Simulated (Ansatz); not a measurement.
## C: a vibration from a frozen displacement

All numbers below come from DFT r2SCAN, scalar-relativistic, plane waves, PAW in Ansatz 0.2.0. Cutoff 500 eV, Γ-centred 6×6×6 k-points, Gaussian smearing of 0.05 eV. No spin polarisation. Energies are free energies at this smearing, counted from the undisturbed cell; pressure is positive in compression.

Reference structure (relaxed at this level):

```yaml
crystal:
  lattice:
    - [3.56028, 0.00000, 0.00000]
    - [0.00000, -3.56028, 0.00000]
    - [0.00000, 0.00000, -3.56028]
  atoms:
    - { symbol: C, position: [0.50000, 0.00000, 0.00000] }
    - { symbol: C, position: [0.00000, 0.50000, 0.00000] }
    - { symbol: C, position: [0.00000, 0.00000, 0.50000] }
    - { symbol: C, position: [0.50000, 0.50000, 0.50000] }
    - { symbol: C, position: [0.75000, 0.75000, 0.75000] }
    - { symbol: C, position: [0.25000, 0.25000, 0.75000] }
    - { symbol: C, position: [0.25000, 0.75000, 0.25000] }
    - { symbol: C, position: [0.75000, 0.25000, 0.25000] }
```

Atom 1 (C) is moved by x along the Cartesian unit vector (0.000, 0.000, 1.000); the cell and all other atoms stay fixed. The cell's volume is 45.13 Å³; the moved atoms weigh 12.011 u together and the others 84.077 u. Some rows repeat others by symmetry and weren't run.

| x (Å) | ΔE (meV/cell) | total force on the moved atoms along the move (eV/Å) | pressure (GPa) |
| --- | --- | --- | --- |
| -0.1000 | 229.59 | 4.5721 | 1.0799 |
| -0.0875 | 175.95 | 4.0086 | 0.8297 |
| -0.0750 | 129.38 | 3.4420 | 0.6125 |
| -0.0625 | 89.92 | 2.8725 | 0.4284 |
| -0.0500 | 57.58 | 2.3008 | 0.2775 |
| -0.0375 | 32.40 | 1.7272 | 0.1602 |
| -0.0250 | 14.41 | 1.1522 | 0.0763 |
| -0.0125 | 3.60 | 0.5763 | 0.0259 |
| 0.0000 | 0.00 | 0.0000 | 0.0091 |
| 0.0125 | 3.60 | -0.5763 | 0.0259 |
| 0.0250 | 14.41 | -1.1522 | 0.0763 |
| 0.0375 | 32.40 | -1.7272 | 0.1602 |
| 0.0500 | 57.58 | -2.3008 | 0.2775 |
| 0.0625 | 89.92 | -2.8725 | 0.4284 |
| 0.0750 | 129.38 | -3.4420 | 0.6125 |
| 0.0875 | 175.95 | -4.0086 | 0.8297 |
| 0.1000 | 229.59 | -4.5721 | 1.0799 |

Q: What frequency belongs to this motion?

A: The force constant is k = −dF/dx = 46.104 eV/Å², from the parabola through x = -0.0125, 0 and 0.0125. In every cell the moved atoms swing against the rest, so the mass is μ = m₁m₂/(m₁ + m₂) = 10.510 u, and ν̃ = 521.5 cm⁻¹ × √(|k|/μ) = 1092 cm⁻¹. The pattern needn't be a normal mode: ν̃² is then a weighted mean of the squared nonzero frequencies at the zone centre of this cell, taken without macroscopic field, so it lies between the lowest and the highest of them.

Q: How far does the harmonic law reach?

A: At x = -0.100 Å, kx²/2 = 230.52 meV against the computed 229.59 meV (-0.4 %): the well is still close to harmonic there.

Q: The pressure changes with x². What does that say about the frequency under compression?

A: With E = k(V)x²/2, k ∝ V^(−2γ) and x scaling with the cell as V^(1/3), P − P0 = −∂E/∂V = (2γ − 2/3) ΔE/V. At x = 0.0250 Å, V(P − P0) = 45.13 × 0.06717 / 160.2 eV = 18.92 meV and ΔE = 14.41 meV, so γ = 1/3 + V(P − P0)/(2ΔE) = 0.99. This is the Grüneisen parameter of the motion under uniform scaling of the cell: shrinking the cell evenly by 1 % in volume raises the frequency by about 0.99 %.

Cost: 9 runs of about 0.76 core-minutes in all, on Intel Xeon 6975P-C (Granite Rapids) (shared hosts).